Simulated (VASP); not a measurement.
# Ti (P6_3/mmc) in VASP: notebook

The runs below take Ti through relaxation of cell and atoms, electrostatic potential, with PBE+D3(BJ).

Program: VASP 6.6.1. These are calculated values, not measurements. Logs are shortened: lines on timing, memory, paths and dates and some standing lists are left out, and cuts for length are marked.

**1. The structure**

The structure is hexagonal, space group P6_3/mmc (No. 194). The conventional cell has a = 2.900 Å, b = 2.900 Å, c = 4.600 Å, α = 90.00°, β = 90.00°, γ = 120.00°. Ti (site symmetry -6m2) is surrounded by 12 Ti at 2.84 to 2.90 Å.

The cell was built by a generator and needn't be a form met in nature.

**2. Relaxation of cell and atoms, PBE+D3(BJ)**

INCAR reads:

```
PREC     = Accurate       # precision mode
ENCUT    = 600            # plane-wave cutoff, eV
EDIFF    = 1E-7           # SCF threshold, eV
ISMEAR   = 1              # smearing method
SIGMA    = 0.1            # smearing width, eV
LREAL    = F              # projectors in reciprocal space
LASPH    = T              # aspherical terms in the spheres
NELM     = 120            # most SCF steps
ALGO     = Normal         # electronic algorithm
ISIF     = 3              # what is computed and relaxed
LWAVE    = F              # write WAVECAR
LCHARG   = F              # write CHGCAR
GGA      = PE             # functional
IVDW     = 12             # dispersion correction
IBRION   = 2              # ionic algorithm
NSW      = 40             # ionic steps
EDIFFG   = -0.005         # ionic threshold
```

KPOINTS reads:

```
regular mesh
0
Gamma
  16 16 10
```

POSCAR reads:

```
Ti
1.0
    2.9000000000      0.0000000000      0.0000000000
   -1.4500000000      2.5114736700      0.0000000000
    0.0000000000      0.0000000000      4.6000000000
Ti
2
Direct
    0.3333333300      0.6666666700      0.2500000000
    0.6666666700      0.3333333300      0.7500000000
```

Potentials or basis: VASP PAW PBE potentials, release 64 (Ti_sv).

Started as:

```bash
$ cat potpaw_PBE.64/Ti_sv/POTCAR > POTCAR
$ mpirun -np 1 vasp_std > vasp.out
```

OUTCAR:

```text
PREC = Accurate
   ENCUT = 600
   EDIFF = 1E-7
   ISMEAR = 1
   LREAL = F
   LASPH = T
   NELM = 120
   ISIF = 3
   GGA = PE
   IVDW = 12
   IBRION = 2
   NSW = 40
   EDIFFG = -0.005
 IVDW          = 12

 ion  position               nearest neighbor table
   1  0.333  0.667  0.250-   2 2.84   2 2.84   2 2.84   2 2.84   2 2.84   2 2.84
   2  0.667  0.333  0.750-   1 2.84   1 2.84   1 2.84   1 2.84   1 2.84   1 2.84

  LATTYP: Found a hexagonal cell.
 ALAT       =     2.9000000000
 C/A-ratio  =     1.5862068966

  Lattice vectors:

 A1 = (   2.9000000000,   0.0000000000,   0.0000000000)
 A2 = (  -1.4500000000,   2.5114736700,   0.0000000000)
 A3 = (   0.0000000000,   0.0000000000,   4.6000000000)

Analysis of symmetry for initial positions (statically):
=====================================================================
 Subroutine PRICEL returns:
 Original cell was already a primitive cell.

 Routine SETGRP: Setting up the symmetry group for a
 hexagonal supercell.

 Subroutine GETGRP returns: Found 24 space group operations
 (whereof 12 operations were pure point group operations)
 out of a pool of 24 trial point group operations.

The static configuration has the point symmetry D_3d.
 The point group associated with its full space group is D_6h.

Analysis of symmetry for dynamics (positions and initial velocities):
=====================================================================
 Subroutine PRICEL returns:
 Original cell was already a primitive cell.

 Routine SETGRP: Setting up the symmetry group for a
 hexagonal supercell.

 Subroutine GETGRP returns: Found 24 space group operations
 (whereof 12 operations were pure point group operations)
 out of a pool of 24 trial point group operations.

The dynamic configuration has the point symmetry D_3d.
 The point group associated with its full space group is D_6h.

 Subroutine INISYM returns: Found 24 space group operations
 (whereof 12 operations are pure point group operations),
 and found     1 'primitive' translations

----------------------------------------------------------------------------------------

                                     Primitive cell

  volume of cell :      33.5031

  direct lattice vectors                    reciprocal lattice vectors
     2.900000000  0.000000000  0.000000000     0.344827586  0.199086300  0.000000000
    -1.450000000  2.511473670  0.000000000     0.000000000  0.398172600  0.000000000
     0.000000000  0.000000000  4.600000000     0.000000000  0.000000000  0.217391304

  length of vectors
     2.900000000  2.899999999  4.600000000     0.398172599  0.398172600  0.217391304

  position of ions in fractional coordinates (direct lattice)
     0.333333330  0.666666670  0.250000000
     0.666666670  0.333333330  0.750000000

  ion indices of the primitive-cell ions
   primitive index   ion index
                 1           1
                 2           2

----------------------------------------------------------------------------------------

 KPOINTS: regular mesh

Automatic generation of k-mesh.
 Grid dimensions read from file:
 generate k-points for:   16   16   10

 Generating k-lattice:

  Cartesian coordinates                     Fractional coordinates (reciprocal lattice)
     0.021551724  0.012442894  0.000000000     0.062500000  0.000000000  0.000000000
     0.000000000  0.024885787  0.000000000     0.000000000  0.062500000  0.000000000
     0.000000000  0.000000000  0.021739130     0.000000000  0.000000000  0.100000000

  Length of vectors
     0.024885787  0.024885787  0.021739130

  Shift w.r.t. Gamma in fractional coordinates (k-lattice)
     0.000000000  0.000000000  0.000000000

 Subroutine IBZKPT returns following result:
 ===========================================

 Found    180 irreducible k-points:

 Following reciprocal coordinates:
            Coordinates               Weight
  0.000000  0.000000  0.000000      1.000000
  0.062500 -0.000000  0.000000      6.000000
  0.125000 -0.000000  0.000000      6.000000
  0.187500 -0.000000  0.000000      6.000000
  0.250000 -0.000000  0.000000      6.000000
  0.312500  0.000000  0.000000      6.000000
[... 16 lines left out ...]
  0.187500  0.187500  0.000000      6.000000
  0.250000  0.187500  0.000000     12.000000
 [... further k-points ...]
   k-points           NKPTS =    180   k-points in BZ     NKDIM =    180   number of bands    NBANDS=     16
   number of dos      NEDOS =    301   number of ions     NIONS =      2
   total plane-waves  NPLWV =  23040
   dimension x,y,z NGX =    24 NGY =   24 NGZ =   40
   dimension x,y,z NGXF=    48 NGYF=   48 NGZF=   80
   ions per type =               2
   NGX,Y,Z   is equivalent  to a cutoff of  13.76, 13.76, 14.46 a.u.
   NGXF,Y,Z  is equivalent  to a cutoff of  27.52, 27.52, 28.91 a.u.
 SYSTEM =  unknown system
   PREC   = accura    normal or accurate (medium, high low for compatibility)
   ISTART =      0    job   : 0-new  1-cont  2-samecut
   ICHARG =      2    charge: 1-file 2-atom 10-const
   ISPIN  =      1    spin polarized calculation?
   LNONCOLLINEAR =      F non collinear calculations
   LSORBIT =      F    spin-orbit coupling
   LASPH  =      T    aspherical Exc in radial PAW
   ENCUT  =  600.0 eV  44.10 Ry    6.64 a.u.   5.79  5.79  9.19*2*pi/ulx,y,z
   NELM   =    120;   NELMIN=  2; NELMDL= -5     # of ELM steps
   EDIFF  = 0.1E-06   stopping-criterion for ELM
   LREAL  =      F    real-space projection
   EDIFFG = -.5E-02   stopping-criterion for IOM
   NSW    =     40    number of steps for IOM
   IBRION =      2    ionic relax: 0-MD 1-quasi-New 2-CG
   NFREE  =      1    steps in history (QN), initial steepest desc. (CG)
   ISIF   =      3    stress and relaxation
   ISYM   =      2    0-nonsym 1-usesym 2-fastsym
   POTIM  = 0.5000    time-step for ionic-motion
   TEBEG  =    0.0;   TEEND  =   0.0 temperature during run
   PSTRESS=    0.0 pullay stress
   NELECT =      24.0000    total number of electrons
   NUPDOWN=      -1.0000    fix difference up-down
   EMIN   =  10.00;   EMAX   =-10.00  energy-range for DOS
   EFERMI =   0.00;   METHOD = LEGACY
   ISMEAR =     1;   SIGMA  =   0.10  broadening in eV -4-tet -1-fermi 0-gaus
   EFERMI_NEDOS =   21; number of points for ismear=-14 and -15
   IALGO  =     38    algorithm
   IMIX   =      4    mixing-type and parameters
     AMIX     =   0.40;   BMIX     =  1.00
     AMIX_MAG =   1.60;   BMIX_MAG =  1.00
  volume/ion in A,a.u.               =      16.75       113.04
  Fermi-wavevector in a.u.,A,eV,Ry     =   1.464818  2.768105 29.193921  2.145693
  Thomas-Fermi vector in A             =   2.580749
   LORBIT       =      0    0 simple, 1 ext, 2 COOP (PROOUT), +10 PAW based schemes
   GGA     = PE    functional components
   LHFCALC =     F    Hartree Fock is set to
   AEXX    =    0.0000 exact exchange contribution
   IVDW    =    12    specifies the selected vdW correction
   LEPSILON=     F    determine dielectric tensor
   LRPA    =     F    only Hartree local field effects (RPA)
 conjugate gradient relaxation of ions
 non-spin polarized calculation
 Methfessel and Paxton  Order N= 1 SIGMA  =   0.10
  energy-cutoff  :      600.00
  volume of cell :       33.50
 maximum number of plane-waves:      1140
 NGX is ok and might be reduce to    24
   NGX = 11   NGY = 11   NGZ = 19

--------------------------------------- Ionic step        1  -------------------------------------------

 number of electron      23.9999996 magnetization

 Free energy of the ion-electron system (eV)
  ---------------------------------------------------
  ext. energy  EPLUGINS =         0.00000000
  ---------------------------------------------------
  free energy    TOTEN  =       -15.65592670 eV

  energy without entropy =      -15.65612239  energy(sigma->0) =      -15.65599193

------------------------ aborting loop because EDIFF is reached ----------------------------------------

 Edisp (eV)   -1.24951

 E8    (eV) :    -0.5932

  FORCE on cell =-STRESS in cart. coord.  units (eV):
  Direction    XX          YY          ZZ          XY          YZ          ZX
  --------------------------------------------------------------------------------------
  -------------------------------------------------------------------------------------
  Total      -0.42370    -0.42370    -0.50090     0.00000    -0.00000     0.00000
  in kB     -20.26217   -20.26217   -23.95374     0.00000    -0.00000     0.00000
  external pressure =      -21.49 kB  Pullay stress =        0.00 kB

 VOLUME and BASIS-vectors are now :
 -----------------------------------------------------------------------------
  energy-cutoff  :      600.00
  volume of cell :       33.50
      direct lattice vectors                 reciprocal lattice vectors
     2.900000000  0.000000000  0.000000000     0.344827586  0.199086300  0.000000000
    -1.450000000  2.511473670  0.000000000     0.000000000  0.398172600  0.000000000
     0.000000000  0.000000000  4.600000000     0.000000000  0.000000000  0.217391304
[... 201 lines left out ...]
 POSITION                                       TOTAL-FORCE (eV/Angst)
 -----------------------------------------------------------------------------------
     -0.00000      1.66531      1.14158        -0.000000     -0.000000      0.000000
      1.44220      0.83265      3.42473         0.000000      0.000000      0.000000
 -----------------------------------------------------------------------------------
    total drift:                               -0.000009      0.000005     -0.000000

  FREE ENERGIE OF THE ION-ELECTRON SYSTEM (eV)
  ---------------------------------------------------
  free  energy   TOTEN  =       -16.9096661220 eV

  energy  without entropy=      -16.9098909790  energy(sigma->0) =      -16.90974107

--------------------------------------- Ionic step        7  -------------------------------------------

 number of electron      24.0000003 magnetization

 Free energy of the ion-electron system (eV)
  ---------------------------------------------------
  ext. energy  EPLUGINS =         0.00000000
  ---------------------------------------------------
  free energy    TOTEN  =       -15.63579283 eV

  energy without entropy =      -15.63601377  energy(sigma->0) =      -15.63586647

 E-fermi :   8.9444     XC(G=0): -11.7573

 val. band max:        8.9368300662   @ k =   0.1250  -0.0000   0.1000
 cond. band min:       8.9456783307   @ k =   0.1250   0.0625   0.2000
 fundamental gap:      0.0088482646
 Fermi energy:         8.9443821129

 k-point     1 :       0.0000    0.0000    0.0000
  band No.  band energies     occupation
      1     -47.8445      2.00000
      2     -47.6736      2.00000
      3     -24.5017      2.00000
      4     -23.7384      2.00000
      5     -23.7384      2.00000
      6     -23.6569      2.00000
[... 8 lines left out ...]
     15      10.2729     -0.00000
     16      10.2729     -0.00000
[... 419 lines left out ...]
 k-point    24 :       0.2500    0.1875    0.0000
  band No.  band energies     occupation
      1     -47.7199      2.00000
      2     -47.6413      2.00000
      3     -24.2024      2.00000
      4     -24.1524      2.00000
      5     -24.0947      2.00000
      6     -23.9034      2.00000
[... 8 lines left out ...]
     15       9.9145     -0.00000
     16      11.3818      0.00000

 [... further k-points ...]

------------------------ aborting loop because EDIFF is reached ----------------------------------------

 Edisp (eV)   -1.27388

 E8    (eV) :    -0.6050

  FORCE on cell =-STRESS in cart. coord.  units (eV):
  Direction    XX          YY          ZZ          XY          YZ          ZX
  --------------------------------------------------------------------------------------
  -------------------------------------------------------------------------------------
  Total       0.00034     0.00034     0.00060     0.00000     0.00000     0.00000
  in kB       0.01634     0.01634     0.02913     0.00000     0.00000     0.00000
  external pressure =        0.02 kB  Pullay stress =        0.00 kB

 VOLUME and BASIS-vectors are now :
 -----------------------------------------------------------------------------
  energy-cutoff  :      600.00
  volume of cell :       32.89
      direct lattice vectors                 reciprocal lattice vectors
     2.884420114  0.000000000  0.000000000     0.346690135  0.200161643 -0.000000000
    -1.442210057  2.497981093 -0.000000000     0.000000000  0.400323286 -0.000000000
     0.000000000  0.000000000  4.564643043    -0.000000000 -0.000000000  0.219075181

 POSITION                                       TOTAL-FORCE (eV/Angst)
 -----------------------------------------------------------------------------------
     -0.00000      1.66532      1.14116         0.000000      0.000000      0.000000
      1.44221      0.83266      3.42348        -0.000000     -0.000000      0.000000
 -----------------------------------------------------------------------------------
    total drift:                               -0.000009      0.000005     -0.000000

  FREE ENERGIE OF THE ION-ELECTRON SYSTEM (eV)
  ---------------------------------------------------
  free  energy   TOTEN  =       -16.9096687550 eV

  energy  without entropy=      -16.9098896970  energy(sigma->0) =      -16.90974240

 reached required accuracy - stopping structural energy minimisation
```

It took 3.2 min on 1 thread of Intel Xeon 6975P-C (Granite Rapids), shared host; peak memory 0.25 GiB.

What came out:

```
Free energy                            : -16.9097 eV
Relaxed volume                         : 16.44 Å³/atom
Relaxed cell                           : a = 2.884 Å, b = 2.884 Å, c = 4.565 Å, α = 90.00°, β = 90.00°, γ = 120.00°
Space group after relaxing (to 0.05 Å) : P6_3/mmc (No. 194)
Energy gained by relaxing              : 2.1 meV/atom
Ionic steps                            : 7
Pressure after relaxing                : 0.0 GPa
Band gap on the k mesh                 : none (metal or under the smearing width)
Dispersion energy per atom             : -0.637 eV
```

The path:
```
step  energy change (eV)  largest force (eV/Å)  pressure (GPa)  volume (Å³)
   1              0.0000                0.0000           -2.15        33.50
   2             -0.0017                0.0000            1.75        32.43
   3             -0.0042                0.0000            0.00        32.89
   4             -0.0042                0.0000            0.04        32.88
   5             -0.0042                0.0000           -0.02        32.90
   6             -0.0042                0.0000           -0.03        32.90
   7             -0.0042                0.0000            0.00        32.89
```

Final structure:
```xyz
2
Lattice="2.8844 0.0000 0.0000 -1.4422 2.4980 0.0000 0.0000 0.0000 4.5646" Properties=species:S:1:pos:R:3 pbc="T T T"
Ti    0.0000    1.6653    1.1412
Ti    1.4422    0.8327    3.4235
```

Levels at points of the mesh, in eV from the Fermi level:
| k point | band 10 | band 11 | band 12 | band 13 | band 14 | band 15 |
| --- | --- | --- | --- | --- | --- | --- |
| (0.00, 0.00, 0.00) | -2.84 | 0.79 | 0.79 | 0.92 | 0.92 | 1.33 |
| (0.50, 0.00, 0.00) | -2.34 | -2.01 | -0.59 | 0.47 | 0.67 | 1.24 |
| (0.00, 0.00, 0.50) | -4.42 | 0.07 | 0.07 | 0.69 | 0.69 | 0.69 |
| (0.50, 0.00, 0.50) | -2.71 | -0.90 | -0.90 | 1.46 | 1.46 | 1.81 |

Caveat: pairwise dispersion overbinds metals, which lowers pressure and volume.

**3. Electrostatic potential, PBE+D3(BJ)**

This run uses another cell than the first one, of 16.44 Å³/atom, 0.982 times its volume.

INCAR reads:

```
SYSTEM = Ti
PREC = Accurate
ENCUT = 520
EDIFF = 1E-7
ISMEAR = 1
SIGMA = 0.1
LREAL = .False.
LASPH = .True.
NELM = 60
ALGO = Normal
ISIF = 2
LWAVE = .False.
LCHARG = .True.
GGA = PE
IVDW = 12
LVHAR = .True.
```

KPOINTS reads:

```
Automatic mesh
0
Gamma
  16 16 10
  0 0 0
```

POSCAR reads:

```
Ti                                      
1.0
    2.8844201138      0.0000000000      0.0000000000
   -1.4422100569      2.4979810928     -0.0000000000
    0.0000000000      0.0000000000      4.5646430425
  Ti            
     2
Direct
     0.3333333300000021    0.6666666699999979    0.2500000000000000
     0.6666666699999979    0.3333333300000021    0.7500000000000000
```

Potentials or basis: VASP PAW PBE potentials, release 64 (Ti_sv).

Started as:

```bash
$ cat potpaw_PBE.64/Ti_sv/POTCAR > POTCAR
$ mpirun -np 1 vasp_std > vasp.out
```

Wall time 40 s (1 thread of Intel Xeon 6975P-C (Granite Rapids), shared host); peak memory 0.22 GiB.

The run converged. Its results:

| Property | Result |
| --- | --- |
| Free energy | -16.9100 eV |
| Pressure | 0.0 GPa |
| Band gap on the k mesh | none (metal or under the smearing width) |
| Dispersion energy per atom | -0.637 eV |

Levels at points of the mesh, in eV from the Fermi level:
```csv
k point,band 8,band 9,band 10,band 11,band 12,band 13,band 14,band 15,band 16
"(0.00, 0.00, 0.00)",-32.56,-6.35,-2.84,0.79,0.79,0.92,0.92,1.33,1.33
"(0.50, 0.00, 0.00)",-32.65,-2.43,-2.34,-2.01,-0.59,0.47,0.67,1.24,3.56
"(0.00, 0.00, 0.50)",-32.62,-4.42,-4.42,0.07,0.07,0.69,0.69,0.69,0.69
"(0.50, 0.00, 0.50)",-32.75,-2.71,-2.71,-0.90,-0.90,1.46,1.46,1.81,1.81
```

Caveat: pairwise dispersion overbinds metals, which lowers pressure and volume.
